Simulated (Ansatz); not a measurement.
A (001) slab of relaxed bulk Ag (Fm-3m, 17.83 Å³/atom, gap on the mesh 0.00 eV), 4 planes in a 6×1 cell with the lowest 2 held; added atoms sit on lattice sites of the next plane. A dipole correction is on. The surface energy is the mean of the held and the free face; step energies are per length and the mean of the stripe's two steps, which run along the shortest translation of the plane; step and island energies count from the flat slab and bulk atoms.

Computed with DFT PBE, scalar-relativistic, plane waves, PAW (Ansatz 0.2.0).

Cutoff 420 eV, Gaussian smearing of 0.10 eV, energies at zero smearing, symmetry of each start kept, no spin polarisation.

| start | atoms | k mesh | surface energy (J/m²) | step energy (meV/Å) |
| --- | --- | --- | --- | --- |
| flat slab | 24 | 2×12×1 | 0.83 | - |
| stripe of 2 atoms | 26 | 2×12×1 | - | 32 |
| stripe of 3 atoms | 27 | 2×12×1 | - | 37 |

A dash: not computed, or not clear enough to read.

Zero in every row: gap on the mesh (eV).

Small energy differences in metals hang on the k mesh (about 10 mJ/m² or 1 to 2 meV/atom on the mesh of the relaxation).

Cost: 3 runs of about 2.1 core-hours in all, on Arm Neoverse V1 (shared hosts).